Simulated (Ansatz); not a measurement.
**Si3N4 (P6_3/m):O_N, thermodynamic levels from a 126-atom cell**

Wanted: the transition levels of a substitutional impurity in Si3N4 (P6_3/m), from a cell of 126 host atoms with 1 N taken out and 1 O put in.

Calculated with Ansatz 0.2.0; place-levels on PBEsol runs: charge-transition levels and formation energies with image-charge correction and potential alignment at the atomic sites; PAW set soft_1.

## Step 1: Starting point

The cell holds 126 atoms: 54 Si, 71 N and 1 O. Its edges and angles: a = 13.206 Å, b = 13.206 Å, c = 8.731 Å, α = 90.0°, β = 90.0°, γ = 120.0°. It derives from Si3N4 (space group P6_3/m). Nearest the centre at fractional (0.576, 0.453, 0.583): O83 at 0.00 Å, Si101 at 1.74 Å, Si59 at 1.74 Å, Si56 at 1.74 Å, N62 at 2.78 Å, N123 at 2.82 Å, N81 at 2.82 Å, N116 at 2.82 Å.

Screening for the image-charge correction: ε∞ = (4.29, 4.29, 4.37), ε0 = (8.29, 8.29, 8.25), from a response run on this crystal (DFPT, PBEsol) at that run's own cell.

The cell's shortest repeat is 8.7 Å.

## Step 2: The runs of each charge state

Levels follow from differences of total energies between charge states, each relaxed by itself.

Each atom starts 0.05 Å or so off its site in a random direction: a symmetric start keeps its symmetry, and would miss off-centre moves and Jahn–Teller distortions. Forces are taken at one point at (¼, ¼, ¼). The cell holds 1 electron more than the neutral one, with a uniform background that keeps it neutral on the whole.

The sampling was tested on the host first: at the k-points planned (1x1x1 shifted 0.25 0.25 0.25) its energy lies 0.000 eV an atom from the dense-mesh value, under the bound of 0.02 eV set for this test; that bounds the host's error, not the defect's.

One of the inputs; charge, spin and start change from state to state.

The input, qm1.relax/input.yaml:

```yaml
crystal:
  lattice:
    - [11.43668588, 6.60297367, 0.0]
    - [-11.43668588, 6.60297367, 0.0]
    - [0.0, 0.0, 2.91025578]
  atoms:
    - { symbol: Si, position: [0.01950046, 0.80655545, 0.75] }
    - { symbol: Si, position: [0.3528338, 0.47322211, 0.75] }
    - { symbol: Si, position: [0.68616713, 0.13988878, 0.75] }
    - { symbol: Si, position: [0.21294502, 0.01950046, 0.25] }
    - { symbol: Si, position: [0.54627835, 0.68616713, 0.25] }
    - { symbol: Si, position: [0.87961168, 0.3528338, 0.25] }
    - { symbol: Si, position: [0.13988878, 0.45372165, 0.25] }
    - { symbol: Si, position: [0.47322211, 0.12038832, 0.25] }
    - { symbol: Si, position: [0.80655545, 0.78705498, 0.25] }
    - { symbol: Si, position: [0.19344455, 0.21294502, 0.75] }
    - { symbol: Si, position: [0.52677789, 0.87961168, 0.75] }
    - { symbol: Si, position: [0.86011122, 0.54627835, 0.75] }
    - { symbol: Si, position: [0.12038832, 0.6471662, 0.75] }
    - { symbol: Si, position: [0.45372165, 0.31383287, 0.75] }
    - { symbol: Si, position: [0.78705498, 0.98049954, 0.75] }
    - { symbol: Si, position: [0.31383287, 0.86011122, 0.25] }
    - { symbol: Si, position: [0.6471662, 0.52677789, 0.25] }
    - { symbol: Si, position: [0.98049954, 0.19344455, 0.25] }
    - { symbol: "N", position: [0.0, 0.66666667, 0.75] }
    - { symbol: "N", position: [0.33333333, 0.33333333, 0.75] }
    - { symbol: "N", position: [0.66666667, 0.0, 0.75] }
    - { symbol: "N", position: [0.0, 0.33333333, 0.25] }
    - { symbol: "N", position: [0.33333333, 0.0, 0.25] }
    - { symbol: "N", position: [0.66666667, 0.66666667, 0.25] }
    - { symbol: "N", position: [0.21345843, 0.45653274, 0.75] }
    - { symbol: "N", position: [0.54679176, 0.12319941, 0.75] }
    - { symbol: "N", position: [0.8801251, 0.78986608, 0.75] }
    - { symbol: "N", position: [0.09025902, 0.8801251, 0.25] }
    - { symbol: "N", position: [0.42359235, 0.54679176, 0.25] }
    - { symbol: "N", position: [0.75692569, 0.21345843, 0.25] }
    - { symbol: "N", position: [0.12319941, 0.57640765, 0.25] }
    - { symbol: "N", position: [0.45653274, 0.24307431, 0.25] }
    - { symbol: "N", position: [0.78986608, 0.90974098, 0.25] }
    - { symbol: "N", position: [0.21013392, 0.09025902, 0.75] }
    - { symbol: "N", position: [0.54346726, 0.75692569, 0.75] }
    - { symbol: "N", position: [0.87680059, 0.42359235, 0.75] }
    - { symbol: "N", position: [0.1198749, 0.21013392, 0.25] }
    - { symbol: "N", position: [0.45320824, 0.87680059, 0.25] }
    - { symbol: "N", position: [0.78654157, 0.54346726, 0.25] }
    - { symbol: "N", position: [0.24307431, 0.78654157, 0.75] }
    - { symbol: "N", position: [0.57640765, 0.45320824, 0.75] }
    - { symbol: "N", position: [0.90974098, 0.1198749, 0.75] }
  supercell: [1, 1, 3]
  defects: [{ substitution: { at: 82, symbol: O } }]
total_charge: -1
basis:
  ecutwfc: 420
  xc_grid: 2
hamiltonian:
  xc: pbesol
  pseudopotentials: { kind: paw, azcp: { folder: soft_1 }, xc_functional: pbe }
kpoints:
  mp_grid: { grid: [1, 1, 1], shift: [0.25, 0.25, 0.25] }
scf:
  occupations: { method: fixed }
  max_iter: 80
output:
  forces: true
  charged_corrections: { epsilon: [4.29, 4.29, 4.37], static_epsilon: [8.29, 8.29, 8.25] }
relax:
  f_tol: 0.02
  max_steps: 80
  random_displacement: { amplitude: 0.05, seed: 8900 }
checkpoint:
  write: "../qm1.relax.run"
  compress: false
  write_wavefunctions: true
  write_every: 100000
```

Launch:

```bash
$ ansatz run input.yaml --threads 8 --pin off --max-ram 22609MiB --backend cpu --events-out ev --progress --plain --runs-dir out
```

Defect states can disperse in a cell of this size, so the energy is taken again at a 2×2×2 shifted mesh, on the relaxed structure.

The run of this state that the levels use, under PBEsol:

The input, qm1.point/input.yaml:

```yaml
crystal:
  checkpoint: "../qm1.relax.run"
  host: checkpoint
total_charge: -1
basis:
  ecutwfc: 420
  xc_grid: 2
hamiltonian:
  xc: pbesol
  pseudopotentials: { kind: paw, azcp: { folder: soft_1 }, xc_functional: pbe }
kpoints:
  mp_grid: { grid: [2, 2, 2], shift: [0.5, 0.5, 0.5] }
scf:
  occupations: { method: fermi_dirac, width: 0.01 }
  max_iter: 80
output:
  forces: true
  eigenvalues: true
  charged_corrections:
    epsilon: [4.29, 4.29, 4.37]
    static_epsilon: [8.29, 8.29, 8.25]
    defect_position: [0.576408, 0.453208, 0.583333]
  eigenstates: { localisation: true }
  populations: true
  band_densities: [{ bands: [v1, v1] }, { bands: [c1, c1] }]
  write_density: true
  write_potential: true
  volumetric_format: npy
checkpoint:
  read: "../qm1.relax.run"
  write: "../qm1.point.run"
  compress: false
  write_wavefunctions: false
  write_every: 100000
```

Relaxations under PBEsol at one point at (¼, ¼, ¼); times on 8 threads of Arm Neoverse V2, shared host:

```
charge  moment (μB)  occupations    outcome  steps  largest displacement against the far atoms (Å)     time
    −1            0        fixed  converged     19                                            0.98  4.6 min
     0            1        fixed  converged     11                                            0.50  5.5 min
    +1            0        fixed  converged      7                                            0.09  1.8 min
```

Single points under PBEsol at a 2×2×2 shifted mesh; times on 8 threads of Arm Neoverse V2, shared host:

```
charge  moment (μB)  occupations    outcome     time
    −1            0  fermi-dirac  converged    2 min
     0            1  fermi-dirac  converged  4.5 min
    +1            0  fermi-dirac  converged    2 min
```

Distances (Å) from O83 to the nearest atoms after relaxation with PBEsol:

```
charge  moment (μB)       1.       2.       3.      4.       5.      6.
    −1            0  Si 1.62  Si 1.67   N 2.34  N 2.45  Si 2.48  N 2.51
     0            1  Si 1.65  Si 1.65  Si 2.33  N 2.57   N 2.59  N 2.60
    +1            0  Si 1.80  Si 1.80  Si 1.84  N 2.77   N 2.79  N 2.79
```

## Step 3: Placing the levels, PBEsol

A charged cell interacts with its images and the background, and its potential has another zero than the host's. place-levels removes the first by a point-charge model, screened by the static dielectric constant since the ions have relaxed around the charge, and the second by comparing potentials at atoms far from the defect.

The host is a run of the defect-free crystal in the same cutoffs, grids and k-points, so that basis and sampling errors cancel in part in the differences. Its band edges come from a run of the primitive cell that searches the zone for them. The host is run in a cell of 42 atoms on a matching mesh. Chemical potentials are energies per atom of N (N2 molecule) and O (O2 molecule), run with the same functional and cutoff.

The input, levels.point.yaml:

```yaml
host:
  run: host.point.run
  levels_from: { run: edges.point.run }
states: [qm1.point.run, q0_M1.point.run, qp1.point.run]
geometry_from:
  qm1.point.run: qm1.relax.run
  q0_M1.point.run: q0_M1.relax.run
  qp1.point.run: qp1.relax.run
  host.point.run: host.relax.run
chemical_potentials:
  "N":
    energy: -378.476431
    dataset: "<sha256 of the dataset>"
  O:
    energy: -558.291301
    dataset: <sha256 of the dataset>
epsilon: [4.29, 4.29, 4.37]
static_epsilon: [8.29, 8.29, 8.25]
vertical:
  - { from: qm1.point.run, to: qm1.point_neutral.run }
  - { from: qp1.point.run, to: qp1.point_neutral.run }
```

Launch:

```bash
$ ansatz place-levels levels.point.yaml -- --threads 8 --pin off --max-ram 22609MiB
```

Numbers of over 12 decimals in the logs are rounded to 6 here.

Log:

```text
[... repeated set-up lines and file paths are left out, and long positions are rounded to six places ...]
(+1/0) 3.498 eV above the valence edge, 0.688 eV under the conduction edge; not on the lower envelope
(0/-1) 2.561 eV above the valence edge, 1.625 eV under the conduction edge; not on the lower envelope
(+1/-1) 3.029 eV above the valence edge, 1.157 eV under the conduction edge: charges between them are lowest nowhere
formation energy of charge +1: -2.543 eV with the Fermi level at the valence edge
formation energy of charge 0: +0.955 eV with the Fermi level at the valence edge
formation energy of charge -1: +3.516 eV with the Fermi level at the valence edge
vertical -1 to 0: no energy, since no alignment is typed
  the change from vertical[0].from (qm1.point.run) to vertical[0].to (qm1.point_neutral.run): by its potential at epsilon [4.29, 4.29, 4.37] it stands at 0.656 0.542 0.622, with an rms radius of about 2.1 Å (1.3 1.0 1.3 Å across the planes of the cell's [...]
vertical +1 to 0: no energy, since no alignment is typed
  the change from vertical[1].from (qp1.point.run) to vertical[1].to (qp1.point_neutral.run): by its potential at epsilon [4.29, 4.29, 4.37] it stands at 0.607 0.493 0.584, with an rms radius of about 3.7 Å (1.9 2.1 2.3 Å across the planes of the cell's [...]
  edges by pbesol of host.levels_from (edges.point.run), its mesh sampled to repeats of 26.19 Å (the valence edge +0.130 eV and the conduction edge -0.336 eV from those of the host's own run), gap 4.186 eV; the host is sampled to repeats of 26.41 Å
  the defect's cells are sampled to repeats of 26.41 Å, like sampling
  charge +1: -61154.8688 eV with its correction of +0.202 eV, at epsilon [8.29, 8.29, 8.25], aligned at sites: -0.0158 eV, mean over 93 atomic sites at or beyond 4.37 Å from the defect at [0.5764, 0.4532, 0.5833], with -0.001341 for the charge's moments and [...]
  charge 0: +0.000 eV for its dipole among its images, +0.000 omitted
  charge -1: -61132.5661 eV with its correction of +0.175 eV, at epsilon [8.29, 8.29, 8.25], aligned at sites: +0.0433 eV, mean over 93 atomic sites at or beyond 4.37 Å from the defect at [0.5764, 0.4532, 0.5833], with +0.018373 for the charge's moments and [...]
  of states[2] (qp1.point.run): it parts from the run at its places by a charge that spreads by about 2.3 Å along one vector (1.5 Å or more is wide), by its potential at epsilon [4.29, 4.29, 4.37], taken for that of held ions (one typed too small widens it), [...]
  of states[1] (q0_M1.point.run): stability_check_not_made
  of vertical[1].from (qp1.point.run): it parts from the run at its places by a charge that spreads by about 2.3 Å along one vector (1.5 Å or more is wide), by its potential at epsilon [4.29, 4.29, 4.37], taken for that of held ions (one typed too small [...]
```

Run time: 0.42 s. Hardware: 8 threads of Arm Neoverse V2, shared host.

Levels between the charges placed, in eV above the valence top:

```
        gap (eV)  (+1/0)  (0/−1)
PBEsol      4.19    3.50    2.56
```

Corrections by state:

```
charge  moment (μB)  image terms and alignment (eV)  band filling (eV)                               ε used  over the lowest of its charge, as the program ranks them, band filling apart (eV)
    +1          0.0                           0.202                  -  principal values (8.25, 8.29, 8.29)                                                                              0.000
     0          1.0                           0.000                  -                                    -                                                                              0.000
    −1          0.0                           0.175                  -  principal values (8.25, 8.29, 8.29)                                                                              0.000
```

The charged structures listed were also run neutral, and place-levels reads from each pair, by the potential or the spins, how wide the charge is by which they differ; that can be the carrier of either run.

```
charge  rms radius (Å)  spread where it is widest against the cell (Å)  wide from (Å)  reading
    +1             3.7                                            2.30           1.51     wide
    −1             2.1                                            1.32           1.51   narrow
```

The neutral runs of these pairs need not share the spin of the lowest neutral state, and very wide values only mean spread over the cell.

From the program's caveats on the states, each cut to its opening words:

- charge +1: it parts from the run at its places by a charge that spreads by about 2.3 Å along one vector (1.5 Å or more is wide), by its potential at epsilon [4.29, 4.29, [...]
- charge 0 (1 μB): flagged: stability check not made

The host's formation energy from the elements is -1.218 eV per atom; it sets how far the chemical potentials can move.

Limit set by the element alone; other compounds of these elements are not counted. Chemical potentials from the elements' reference states: N 0.00 eV, Si -2.84 eV, O 0.00 eV. Formation energy by charge state (N-rich; gap 4.19 eV):

```
charge  at valence top (eV)  at conduction bottom (eV)  correction included (eV)
    +1                -2.54                       1.64                      0.20
     0                 0.95                       0.95                      0.00
    −1                 3.52                      -0.67                      0.17
```

| Fermi level (eV) | lowest formation energy (eV) |
| --- | --- |
| 0.00 | -2.54 |
| 0.38 | -2.16 |
| 0.76 | -1.78 |
| 1.14 | -1.40 |
| 1.52 | -1.02 |
| 1.90 | -0.64 |
| 2.28 | -0.26 |
| 2.67 | 0.12 |
| 3.05 | 0.47 |
| 3.43 | 0.09 |
| 3.81 | -0.29 |
| 4.19 | -0.67 |

Limit set by the element alone; other compounds of these elements are not counted. Chemical potentials from the elements' reference states: Si 0.00 eV, N -2.13 eV, O 0.00 eV. Formation energy by charge state (Si-rich; gap 4.19 eV):

```
charge  at valence top (eV)  at conduction bottom (eV)  correction included (eV)
    +1                -4.67                      -0.49                      0.20
     0                -1.18                      -1.18                      0.00
    −1                 1.38                      -2.80                      0.17
```

```
Fermi level (eV)  lowest formation energy (eV)
            0.00                         -4.67
            0.38                         -4.29
            0.76                         -3.91
            1.14                         -3.53
            1.52                         -3.15
            1.90                         -2.77
            2.28                         -2.39
            2.67                         -2.01
            3.05                         -1.66
            3.43                         -2.04
            3.81                         -2.42
            4.19                         -2.80
```

## Step 4: Effect of the sampling

The relaxations' own energies give the levels at their sampling, for comparison.

The input, levels.relax_mesh.yaml:

```yaml
host:
  run: host.relax.run
  levels_from: { run: edges.relax.run }
states: [qm1.relax.run, q0_M1.relax.run, qp1.relax.run]
chemical_potentials:
  "N":
    energy: -378.476431
    dataset: "<sha256 of the dataset>"
  O:
    energy: -558.291301
    dataset: <sha256 of the dataset>
```

Launch:

```bash
$ ansatz place-levels levels.relax_mesh.yaml -- --threads 8 --pin off --max-ram 22609MiB
```

Log:

```text
[...]
formation energy of charge +1: -2.544 eV with the Fermi level at the valence edge
formation energy of charge 0: +0.954 eV with the Fermi level at the valence edge
formation energy of charge -1: +3.515 eV with the Fermi level at the valence edge
  edges by pbesol of host.levels_from (edges.relax.run), its mesh sampled to repeats of 26.19 Å (the valence edge +0.231 eV and the conduction edge -0.359 eV from those of the host's own run), gap 4.186 eV; the host is sampled to repeats of 15.83 Å
[... the lines on each state left out ...]
```

It took 0.15 s on 8 threads.

Levels between neighbouring charges, in eV above the valence top:

```
                        gap (eV)  (+1/0)  (0/−1)
one point at (¼, ¼, ¼)      4.19    3.50    2.56
  a 2×2×2 shifted mesh      4.19    3.50    2.56
```

Going from one point at (¼, ¼, ¼) to a 2×2×2 shifted mesh moves the levels that carry no band-filling term by up to 0.00 eV and formation energies against the elements by up to 0.00 eV.

## Step 5: Results

| Quantity | Value |
| --- | --- |
| gap of the host | 4.19 eV (PBEsol) |
| level (plus 1/0) | 3.50 eV above the valence top, not a change between lowest states |
| level (0/minus 1) | 2.56 eV above the valence top, not a change between lowest states |
| level (plus 1/minus 1) | 3.03 eV above the valence top |
| lowest of the charges placed, just above the valence top (0.02 eV) | +1 |
| lowest of the charges placed, just below the conduction bottom (0.02 eV) | −1 |
| lowest formation energy at mid-gap of the charges run, N-rich | -0.45 eV |
| lowest formation energy at mid-gap of the charges run, Si-rich | -2.58 eV |

What this shows: Of the charges placed (−1, 0 and +1), the lowest changes at 3.03 eV (+1/−1) above the valence top, in a gap of 4.19 eV. (+1/−1) passes over charge 0, which lies 0.47 eV above the two there; a lower structure or spin state of it, if missed, would change that. Charges above +1 and below −1 were not placed, so these runs say nothing of levels that involve them. States placed: +1 at 0 μB; 0 at 1 μB; −1 at 0 μB. Other spin states or structures, where not listed, weren't placed. At charge −1 the atom put in ends up to 1.0 Å from its starting place, so the name tells the start alone and the levels can join different sites. O is taken at its element; compounds, which aren't counted here, bound the chemical potentials and would shift these formation energies. The lowest formation energy (Si-rich) is negative across the gap, so the defect would form by itself: these chemical potentials lie beyond what competing compounds allow, or the host is unstable against it. Going from one point at (¼, ¼, ¼) to a 2×2×2 shifted mesh moves the levels that carry no band-filling term by up to 0.00 eV and formation energies against the elements by up to 0.00 eV. Limits: the images are only 8.7 Å apart; PBEsol makes the gap too small and tends to spread out bound carriers; where a gas molecule sets a chemical potential or the host's formation energy, its binding is uncorrected.

[Logs are printed without paths, hosts, clocks, repeated set-up lines and the standing remarks that a program may print on its own settings, such as how far it seeks lower states.]

[Hosts, paths, dates, database ids (printed as entryN), source tags and the programs' standing remarks are cut or masked in the printed files.]

[Where a table of states has a column of steps, it counts the stored structures, which are thinned; the runs took as many ionic steps or more.]

[A defect's name tells the site on which it was built; relaxed atoms can leave that site.]

[For some hosts the program warned that the k-mesh of the response run may be too coarse for force constants and the static dielectric constant; such warnings are not shown here.]
